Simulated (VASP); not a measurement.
# InP (F-43m) in VASP: single point with LDA

Aim: the single point of InP with LDA.

Program: VASP 6.6.1. These are calculated values, not measurements. Logs are shortened: lines on timing, memory, paths and dates and some standing lists are left out, and cuts for length are marked.

**The experiment to reproduce.**

A printed reference work, data compilation reports, for a bulk crystal of InP at 1.6 K: band gap 1.4236 eV (direct).

The runs below are set against these values where they give the same quantity.

## 1. The cell of the first run

Symmetry: F-43m, No. 216, cubic system. The conventional cell has a = 5.861 Å, b = 5.861 Å, c = 5.861 Å, α = 90.00°, β = 90.00°, γ = 90.00°. Within 3.3 Å of In (site symmetry -43m) lie 4 P at 2.54 Å. Within 3.3 Å of P (site symmetry -43m) lie 4 In at 2.54 Å.

## 2. Single point, LDA

The input, INCAR:

```
SYSTEM = InP
  PREC = Accurate
  ENCUT = 520
  EDIFF = 1E-6
  ISMEAR = 0
  SIGMA = 0.01
  LREAL = .FALSE.
  LASPH = .TRUE.
  NELM = 60
  ALGO = Normal
  ISIF = 2
  LWAVE = .FALSE.
  LCHARG = .FALSE.
  NBANDS = 16
```

The input, KPOINTS:

```
regular mesh
0
G
  5 5 5
  0 0 0
```

The input, POSCAR:

```
InP
1.0
    0.0000000000      2.9305000000      2.9305000000
    2.9305000000      0.0000000000      2.9305000000
    2.9305000000      2.9305000000      0.0000000000
In P
1 1
Direct
    0.0000000000      0.0000000000      0.0000000000
    0.2500000000      0.2500000000      0.2500000000
```

Potentials or basis: VASP PAW LDA potentials, release 64 (In_d, P).

Run with:

```bash
$ cat potpaw_LDA.64/In_d/POTCAR potpaw_LDA.64/P/POTCAR > POTCAR
$ mpirun -np 1 vasp_std > vasp.out
```

OUTCAR:

```text
SYSTEM = InP
   PREC = Accurate
   ENCUT = 520
   EDIFF = 1E-6
   ISMEAR = 0
   LREAL = .FALSE.
   LASPH = .TRUE.
   NELM = 60
   ISIF = 2

 ion  position               nearest neighbor table
   1  0.000  0.000  0.000-   2 2.54   2 2.54   2 2.54   2 2.54
   2  0.250  0.250  0.250-   1 2.54   1 2.54   1 2.54   1 2.54

  LATTYP: Found a face centered cubic cell.
 ALAT       =     5.8610000000

  Lattice vectors:

 A1 = (   0.0000000000,   2.9305000000,   2.9305000000)
 A2 = (   2.9305000000,   0.0000000000,   2.9305000000)
 A3 = (   2.9305000000,   2.9305000000,   0.0000000000)

Analysis of symmetry for initial positions (statically):
=====================================================================
 Subroutine PRICEL returns:
 Original cell was already a primitive cell.

 Routine SETGRP: Setting up the symmetry group for a
 face centered cubic supercell.

 Subroutine GETGRP returns: Found 24 space group operations
 (whereof 24 operations were pure point group operations)
 out of a pool of 48 trial point group operations.

The static configuration has the point symmetry T_d .

Analysis of symmetry for dynamics (positions and initial velocities):
=====================================================================
 Subroutine PRICEL returns:
 Original cell was already a primitive cell.

 Routine SETGRP: Setting up the symmetry group for a
 face centered cubic supercell.

 Subroutine GETGRP returns: Found 24 space group operations
 (whereof 24 operations were pure point group operations)
 out of a pool of 48 trial point group operations.

The dynamic configuration has the point symmetry T_d .

 Subroutine INISYM returns: Found 24 space group operations
 (whereof 24 operations are pure point group operations),
 and found     1 'primitive' translations

----------------------------------------------------------------------------------------

                                     Primitive cell

  volume of cell :      50.3333

  direct lattice vectors                    reciprocal lattice vectors
     0.000000000  2.930500000  2.930500000    -0.170619348  0.170619348  0.170619348
     2.930500000  0.000000000  2.930500000     0.170619348 -0.170619348  0.170619348
     2.930500000  2.930500000  0.000000000     0.170619348  0.170619348 -0.170619348

  length of vectors
     4.144352845  4.144352845  4.144352845     0.295521380  0.295521380  0.295521380

  position of ions in fractional coordinates (direct lattice)
     0.000000000  0.000000000  0.000000000
     0.250000000  0.250000000  0.250000000

  ion indices of the primitive-cell ions
   primitive index   ion index
                 1           1
                 2           2

----------------------------------------------------------------------------------------

 KPOINTS: regular mesh

Automatic generation of k-mesh.
 Grid dimensions read from file:
 generate k-points for:    5    5    5

 Generating k-lattice:

  Cartesian coordinates                     Fractional coordinates (reciprocal lattice)
    -0.034123870  0.034123870  0.034123870     0.200000000  0.000000000  0.000000000
     0.034123870 -0.034123870  0.034123870     0.000000000  0.200000000  0.000000000
     0.034123870  0.034123870 -0.034123870     0.000000000  0.000000000  0.200000000

  Length of vectors
     0.059104276  0.059104276  0.059104276

  Shift w.r.t. Gamma in fractional coordinates (k-lattice)
     0.000000000  0.000000000  0.000000000

 Subroutine IBZKPT returns following result:
 ===========================================

 Found     10 irreducible k-points:

 Following reciprocal coordinates:
            Coordinates               Weight
  0.000000  0.000000  0.000000      1.000000
  0.200000  0.000000  0.000000      8.000000
  0.400000  0.000000  0.000000      8.000000
  0.200000  0.200000  0.000000      6.000000
  0.400000  0.200000  0.000000     24.000000
 -0.400000  0.200000  0.000000     24.000000
 -0.200000  0.200000  0.000000     12.000000
  0.400000  0.400000  0.000000      6.000000
 -0.400000  0.400000  0.000000     12.000000
 -0.400000  0.400000  0.200000     24.000000
   k-points           NKPTS =     10   k-points in BZ     NKDIM =     10   number of bands    NBANDS=     16
   number of dos      NEDOS =    301   number of ions     NIONS =      2
   total plane-waves  NPLWV =  32768
   dimension x,y,z NGX =    32 NGY =   32 NGZ =   32
   dimension x,y,z NGXF=    64 NGYF=   64 NGZF=   64
   ions per type =               1   1
   NGX,Y,Z   is equivalent  to a cutoff of  12.84, 12.84, 12.84 a.u.
   NGXF,Y,Z  is equivalent  to a cutoff of  25.67, 25.67, 25.67 a.u.
 SYSTEM =  InP
   PREC   = accura    normal or accurate (medium, high low for compatibility)
   ISTART =      0    job   : 0-new  1-cont  2-samecut
   ICHARG =      2    charge: 1-file 2-atom 10-const
   ISPIN  =      1    spin polarized calculation?
   LNONCOLLINEAR =      F non collinear calculations
   LSORBIT =      F    spin-orbit coupling
   LASPH  =      T    aspherical Exc in radial PAW
   ENCUT  =  520.0 eV  38.22 Ry    6.18 a.u.   7.71  7.71  7.71*2*pi/ulx,y,z
   NELM   =     60;   NELMIN=  2; NELMDL= -5     # of ELM steps
   EDIFF  = 0.1E-05   stopping-criterion for ELM
   LREAL  =      F    real-space projection
   EDIFFG = 0.1E-04   stopping-criterion for IOM
   NSW    =      0    number of steps for IOM
   IBRION =     -1    ionic relax: 0-MD 1-quasi-New 2-CG
   NFREE  =      0    steps in history (QN), initial steepest desc. (CG)
   ISIF   =      2    stress and relaxation
   ISYM   =      2    0-nonsym 1-usesym 2-fastsym
   POTIM  = 0.5000    time-step for ionic-motion
   TEBEG  =    0.0;   TEEND  =   0.0 temperature during run
   PSTRESS=    0.0 pullay stress
   NELECT =      18.0000    total number of electrons
   NUPDOWN=      -1.0000    fix difference up-down
   EMIN   =  10.00;   EMAX   =-10.00  energy-range for DOS
   EFERMI =   0.00;   METHOD = LEGACY
   ISMEAR =     0;   SIGMA  =   0.01  broadening in eV -4-tet -1-fermi 0-gaus
   EFERMI_NEDOS =   21; number of points for ismear=-14 and -15
   IALGO  =     38    algorithm
   IMIX   =      4    mixing-type and parameters
     AMIX     =   0.40;   BMIX     =  1.00
     AMIX_MAG =   1.60;   BMIX_MAG =  1.00
  volume/ion in A,a.u.               =      25.17       169.83
  Fermi-wavevector in a.u.,A,eV,Ry     =   1.162021  2.195901 18.371846  1.350293
  Thomas-Fermi vector in A             =   2.298587
   LORBIT       =      0    0 simple, 1 ext, 2 COOP (PROOUT), +10 PAW based schemes
   GGA     = CA    functional components
   LHFCALC =     F    Hartree Fock is set to
   AEXX    =    0.0000 exact exchange contribution
   IVDW    =     0    specifies the selected vdW correction
   LEPSILON=     F    determine dielectric tensor
   LRPA    =     F    only Hartree local field effects (RPA)
 non-spin polarized calculation
 Gauss-broadening in eV      SIGMA  =   0.01
  energy-cutoff  :      520.00
  volume of cell :       50.33
 maximum number of plane-waves:      1369
   NGX = 15   NGY = 15   NGZ = 15

 number of electron      18.0000005 magnetization

 Free energy of the ion-electron system (eV)
  ---------------------------------------------------
  ext. energy  EPLUGINS =         0.00000000
  ---------------------------------------------------
  free energy    TOTEN  =        -9.63127566 eV

  energy without entropy =       -9.63127566  energy(sigma->0) =       -9.63127566

 E-fermi :   5.1166     XC(G=0):  -9.6065

 val. band max:        5.0272254922   @ k =   0.0000   0.0000   0.0000
 cond. band min:       5.5293934710   @ k =   0.0000   0.0000   0.0000
 fundamental gap:      0.5021679789
 Fermi energy:         5.1165779224

 k-point     1 :       0.0000    0.0000    0.0000
  band No.  band energies     occupation
      1      -9.1804      2.00000
      2      -9.1804      2.00000
      3      -9.1804      2.00000
      4      -9.0264      2.00000
      5      -9.0264      2.00000
      6      -6.5213      2.00000
      7       5.0272      2.00000
      8       5.0272      2.00000
      9       5.0272      2.00000
     10       5.5294      0.00000
     11       8.9764      0.00000
     12       8.9764      0.00000
     13       8.9764      0.00000
     14      13.2944      0.00000
     15      14.4673      0.00000
     16      14.4673      0.00000

 k-point     2 :       0.2000    0.0000    0.0000
  band No.  band energies     occupation
      1      -9.2235      2.00000
      2      -9.1634      2.00000
      3      -9.1634      2.00000
      4      -9.0254      2.00000
      5      -9.0254      2.00000
      6      -6.0723      2.00000
      7       2.2573      2.00000
      8       4.6097      2.00000
      9       4.6097      2.00000
     10       6.6864      0.00000
     11       9.5473      0.00000
     12       9.5473      0.00000
     13       9.6579      0.00000
     14      13.5003      0.00000
     15      13.5003      0.00000
     16      14.1425      0.00000

 k-point     3 :       0.4000    0.0000    0.0000
  band No.  band energies     occupation
      1      -9.2877      2.00000
      2      -9.1434      2.00000
      3      -9.1434      2.00000
      4      -9.0157      2.00000
      5      -9.0157      2.00000
      6      -5.0331      2.00000
      7      -0.3401      2.00000
      8       4.1073      2.00000
      9       4.1073      2.00000
     10       6.4011      0.00000
     11       9.7500      0.00000
     12       9.7500      0.00000
     13      11.6630      0.00000
     14      13.8065      0.00000
     15      14.7547      0.00000
     16      14.7547      0.00000

 k-point     4 :       0.2000    0.2000    0.0000
  band No.  band energies     occupation
      1      -9.2531      2.00000
      2      -9.1450      2.00000
      3      -9.1450      2.00000
      4      -9.0423      2.00000
      5      -9.0141      2.00000
      6      -5.9252      2.00000
      7       2.3224      2.00000
      8       3.9412      2.00000
      9       3.9412      2.00000
     10       7.6813      0.00000
     11       7.8578      0.00000
     12      10.6091      0.00000
     13      10.6091      0.00000
     14      11.8786      0.00000
     15      14.8214      0.00000
     16      15.9224      0.00000

 k-point     5 :       0.4000    0.2000    0.0000
  band No.  band energies     occupation
      1      -9.3012      2.00000
      2      -9.1273      2.00000
      3      -9.1194      2.00000
      4      -9.0456      2.00000
      5      -9.0059      2.00000
      6      -5.0477      2.00000
      7       0.3171      2.00000
      8       2.9743      2.00000
      9       3.4530      2.00000
     10       7.5444      0.00000
     11       8.8747      0.00000
     12      10.5444      0.00000
     13      11.1968      0.00000
     14      13.7249      0.00000
     15      15.5287      0.00000
     16      16.0220      0.00000

 k-point     6 :      -0.4000    0.2000    0.0000
  band No.  band energies     occupation
      1      -9.3075      2.00000
      2      -9.1312      2.00000
      3      -9.1186      2.00000
      4      -9.0276      2.00000
      5      -9.0161      2.00000
      6      -4.5180      2.00000
      7      -0.5907      2.00000
      8       2.2910      2.00000
      9       3.6552      2.00000
     10       7.6165      0.00000
     11       9.4849      0.00000
     12      10.7228      0.00000
     13      11.8237      0.00000
     14      13.9636      0.00000
     15      14.4298      0.00000
     16      16.0128      0.00000

 k-point     7 :      -0.2000    0.2000    0.0000
  band No.  band energies     occupation
      1      -9.2697      2.00000
      2      -9.1427      2.00000
      3      -9.1414      2.00000
      4      -9.0314      2.00000
      5      -9.0181      2.00000
      6      -5.4020      2.00000
      7       0.9270      2.00000
      8       2.7791      2.00000
      9       4.3571      2.00000
     10       7.7853      0.00000
     11       9.7041      0.00000
     12      10.0130      0.00000
     13      10.0418      0.00000
     14      12.7139      0.00000
     15      15.1505      0.00000
     16      16.1592      0.00000

 k-point     8 :       0.4000    0.4000    0.0000
  band No.  band energies     occupation
      1      -9.3495      2.00000
      2      -9.0851      2.00000
      3      -9.0851      2.00000
      4      -9.0736      2.00000
      5      -8.9941      2.00000
      6      -4.5018      2.00000
      7      -0.2814      2.00000
      8       2.8197      2.00000
      9       2.8197      2.00000
     10       6.6985      0.00000
     11       7.3883      0.00000
     12      13.3152      0.00000
     13      13.4723      0.00000
     14      13.4723      0.00000
     15      15.6144      0.00000
     16      17.9321      0.00000

 k-point     9 :      -0.4000    0.4000    0.0000
  band No.  band energies     occupation
      1      -9.3445      2.00000
      2      -9.0985      2.00000
      3      -9.0841      2.00000
      4      -9.0613      2.00000
      5      -9.0010      2.00000
      6      -4.0756      2.00000
      7      -0.7504      2.00000
      8       1.8314      2.00000
      9       2.9149      2.00000
     10       7.0821      0.00000
     11       8.6607      0.00000
     12      12.6815      0.00000
     13      12.8882      0.00000
     14      13.5693      0.00000
     15      15.2525      0.00000
     16      17.3939      0.00000

 k-point    10 :      -0.4000    0.4000    0.2000
  band No.  band energies     occupation
      1      -9.3242      2.00000
      2      -9.1218      2.00000
      3      -9.0914      2.00000
      4      -9.0479      2.00000
      5      -9.0094      2.00000
      6      -4.2811      2.00000
      7      -0.4673      2.00000
      8       1.9091      2.00000
      9       2.7249      2.00000
     10       8.7558      0.00000
     11       8.9639      0.00000
     12      10.0410      0.00000
     13      12.6779      0.00000
     14      13.5793      0.00000
     15      15.5600      0.00000
     16      17.4727      0.00000

------------------------ aborting loop because EDIFF is reached ----------------------------------------

  FORCE on cell =-STRESS in cart. coord.  units (eV):
  Direction    XX          YY          ZZ          XY          YZ          ZX
  --------------------------------------------------------------------------------------
  -------------------------------------------------------------------------------------
  Total       -0.3665246     -0.3665246     -0.3665246      0.0000000      0.0000000      0.0000000
  in kB      -11.6669827    -11.6669827    -11.6669827      0.0000000      0.0000000      0.0000000
  external PRESSURE =     -11.6669827 kB  Pullay stress =       0.0000000 kB

 VOLUME and BASIS-vectors are now :
 -----------------------------------------------------------------------------
  energy-cutoff  :      520.00
  volume of cell :       50.33
      direct lattice vectors                 reciprocal lattice vectors
     0.000000000  2.930500000  2.930500000    -0.170619348  0.170619348  0.170619348
     2.930500000  0.000000000  2.930500000     0.170619348 -0.170619348  0.170619348
     2.930500000  2.930500000  0.000000000     0.170619348  0.170619348 -0.170619348

 POSITION                                       TOTAL-FORCE (eV/Angst)
 -----------------------------------------------------------------------------------
      0.00000      0.00000      0.00000        -0.000000     -0.000000     -0.000000
      1.46525      1.46525      1.46525         0.000000      0.000000      0.000000
 -----------------------------------------------------------------------------------
    total drift:                               -0.000000     -0.000000     -0.000000

  FREE ENERGIE OF THE ION-ELECTRON SYSTEM (eV)
  ---------------------------------------------------
  free  energy   TOTEN  =        -9.6312756582 eV

  energy  without entropy=       -9.6312756582  energy(sigma->0) =       -9.63127566
```

Run time: 3.8 s. Hardware: 1 thread of Intel Xeon 6975P-C (Granite Rapids), shared host; peak memory 0.15 GiB.

What came out:

```
Free energy            : -9.6313 eV
Pressure               : -1.2 GPa
Band gap on the k mesh : 0.50 eV, direct
```

Levels at points of the mesh, in eV from the valence-band top:
```
           k point  band 6  band 7  band 8  band 9  band 10  band 11  band 12  band 13
(0.00, 0.00, 0.00)  -11.55    0.00    0.00    0.00     0.50     3.95     3.95     3.95
```

Caveat: spin-orbit coupling is left out, which moves the levels of the heavy elements.

## 3. Comparison with measurements

Step 2. Measured gap of InP: 1.4236 eV (direct; 1.6 K; a printed reference work, data compilation). This calculation gives 0.50 eV (-0.92 eV). Spin-orbit coupling on In is left out. The value is that of LDA, without temperature or zero-point motion. Semilocal functionals fall short of measured gaps as a rule.
